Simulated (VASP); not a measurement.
Set up this calculation in VASP 6.6.1, as the native input.

```yaml
Task: relaxation of cell and atoms
Functional: PBE
Potentials_or_basis: VASP PAW PBE potentials, release 64 (Al, N)
Cutoff: 520 eV
k_mesh: 12 × 12 × 6
Occupations: gaussian, width 0.02 eV
Spin: no spin polarisation
Further_INCAR_settings: ALGO = Normal; EDIFF = 1e-07; IBRION = 2; EDIFFG = -0.002; NSW = 80; ISIF = 3
```

The structure of AlN lies in POSCAR:

```
AlN
1.0
    3.1130000000      0.0000000000      0.0000000000
   -1.5565000000      2.6959370800      0.0000000000
    0.0000000000      0.0000000000      4.9810000000
Al N
2 2
Direct
    0.3333333300      0.6666666700      0.0000000000
    0.6666666700      0.3333333300      0.5000000000
    0.3333333300      0.6666666700      0.3800000000
    0.6666666700      0.3333333300      0.8800000000
```

One way to write it, as run:

INCAR

```
PREC = Accurate
ENCUT = 520
EDIFF = 1E-7
ISMEAR = 0
SIGMA = 0.02
LREAL = F
LASPH = T
NELM = 60
ALGO = Normal
ISIF = 3
LWAVE = F
LCHARG = F
GGA = PE
IBRION = 2
NSW = 80
EDIFFG = -0.002
```

KPOINTS

```
regular mesh
0
Gamma
  12 12 6
```

Potentials or basis: VASP PAW PBE potentials, release 64 (Al, N).

Run with:

```bash
$ cat potpaw_PBE.64/Al/POTCAR potpaw_PBE.64/N/POTCAR > POTCAR
$ mpirun -np 1 vasp_std > vasp.out
```

Results of the run:

- Relaxed volume: 10.63 Å³/atom
- Relaxed cell: a = 3.129 Å, b = 3.129 Å, c = 5.016 Å, α = 90.00°, β = 90.00°, γ = 120.00°
- Space group after relaxing (to 0.05 Å): P6_3mc (No. 186)
- Energy gained by relaxing: 2.2 meV/atom
- Ionic steps: 8
- Pressure after relaxing: 0.0 GPa
- Band gap on the k mesh: 4.06 eV, direct

It took 110 s on 1 thread of Intel(R) Xeon(R) Platinum 8488C (Sapphire Rapids), with other jobs on the host, peak memory 0.17 GiB.
